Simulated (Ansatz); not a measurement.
Relaxed structure of C2H4 on the (111) surface of TaC, one molecule per 34.2 Å² (the molecule's atoms stand last):

```yaml
crystal:
  lattice:
    - [6.28552, 0.00000, 0.00000]
    - [-3.14276, 5.44342, 0.00000]
    - [0.00000, 0.00000, 27.23923]
  atoms:
    - { symbol: C, position: [0.16667, 0.33333, 0.29369] }
    - { symbol: C, position: [0.16667, 0.83333, 0.29369] }
    - { symbol: C, position: [0.66667, 0.33333, 0.29369] }
    - { symbol: C, position: [0.66667, 0.83333, 0.29369] }
    - { symbol: Ta, position: [0.33333, 0.16667, 0.34080] }
    - { symbol: Ta, position: [0.33333, 0.66667, 0.34080] }
    - { symbol: Ta, position: [0.83333, 0.16667, 0.34080] }
    - { symbol: Ta, position: [0.83333, 0.66667, 0.34080] }
    - { symbol: C, position: [0.50000, 0.50000, 0.38790] }
    - { symbol: C, position: [0.50000, 0.00000, 0.38790] }
    - { symbol: C, position: [0.00000, 0.50000, 0.38790] }
    - { symbol: C, position: [0.00000, 0.00000, 0.38790] }
    - { symbol: Ta, position: [0.66689, 0.33312, 0.43583] }
    - { symbol: Ta, position: [0.66563, 0.83396, 0.43615] }
    - { symbol: Ta, position: [0.16602, 0.33435, 0.43615] }
    - { symbol: Ta, position: [0.16728, 0.83270, 0.43601] }
    - { symbol: C, position: [0.83453, 0.66769, 0.48350] }
    - { symbol: C, position: [0.83287, 0.16710, 0.48388] }
    - { symbol: C, position: [0.33273, 0.66726, 0.48527] }
    - { symbol: C, position: [0.33230, 0.16543, 0.48350] }
    - { symbol: Ta, position: [0.99601, 0.49939, 0.52736] }
    - { symbol: Ta, position: [0.99783, 0.00220, 0.52642] }
    - { symbol: Ta, position: [0.50819, 0.49171, 0.52890] }
    - { symbol: Ta, position: [0.50057, 0.00387, 0.52735] }
    - { symbol: C, position: [0.50267, 0.26089, 0.59630] }
    - { symbol: C, position: [0.73882, 0.49722, 0.59630] }
    - { symbol: H, position: [0.53566, 0.09678, 0.60110] }
    - { symbol: H, position: [0.36631, 0.23316, 0.62431] }
    - { symbol: H, position: [0.76648, 0.63346, 0.62433] }
    - { symbol: H, position: [0.90309, 0.46450, 0.60112] }
```

All numbers below come from Ansatz 0.2.0, DFT PBE+D3(BJ), scalar-relativistic, plane waves, PAW. Settings: cutoff 420 eV, Γ-centred mesh 4×4×1 on the computed 30-atom cell, Gaussian smearing of 0.10 eV; no spin polarisation. The cell repeats along c with a dipole correction in the vacuum.

The slab and the molecular layer are also computed alone at these places. These parts run without spin polarisation, which overstates interaction and deformation alike where bonds are broken.

**Question.** How does the adsorption energy per molecule split into interaction and deformation?

**Answer.** E_ads = -2.620 eV: interaction of the rigid parts -4.717 eV, deformation of the slab +0.117 eV, deformation of the molecule with its lateral interactions +1.980 eV.

**Question.** How much charge moves across the plane at z = 15.32 Å, midway between slab and molecule?

**Answer.** About 0.16 electrons a cell move up to the molecule; half the integral of |Δρ| is 1.02 e.

**Question.** How does the density difference (whole less rigid parts, positive where electrons gather), summed over the plane, run along c?

**Answer.**
```csv
z (Å),Δρ (e/Å)
6.10,0.000
6.24,-0.001
6.53,-0.002
6.67,-0.002
6.81,-0.004
7.09,-0.007
7.24,-0.010
7.52,-0.013
7.66,-0.008
7.80,0.007
8.09,0.026
8.23,0.015
8.37,0.005
8.65,0.002
8.80,0.003
8.94,0.004
9.22,0.004
9.36,0.004
9.65,0.000
9.79,-0.003
9.93,-0.004
10.21,-0.001
10.36,0.001
10.50,0.002
10.78,0.001
10.92,0.002
11.07,0.005
11.35,0.011
11.49,0.004
11.78,-0.029
11.92,-0.034
12.06,-0.020
12.34,0.022
12.48,0.028
12.63,0.025
12.91,0.010
13.05,0.003
13.19,0.002
13.48,0.020
13.62,0.024
13.76,-0.005
14.05,-0.046
14.19,0.032
14.47,0.048
14.61,-0.175
14.75,-0.416
15.04,-0.348
15.18,-0.086
15.32,0.181
15.61,0.517
15.75,0.525
15.89,0.399
16.17,-0.158
16.32,-0.280
16.60,-0.109
16.74,-0.050
16.88,-0.018
17.17,0.006
17.31,0.004
17.45,0.000
17.73,-0.004
17.88,-0.005
18.02,-0.005
18.30,-0.003
18.44,-0.003
18.73,-0.001
18.87,-0.001
19.01,-0.001
19.29,0.000
19.44,0.000
```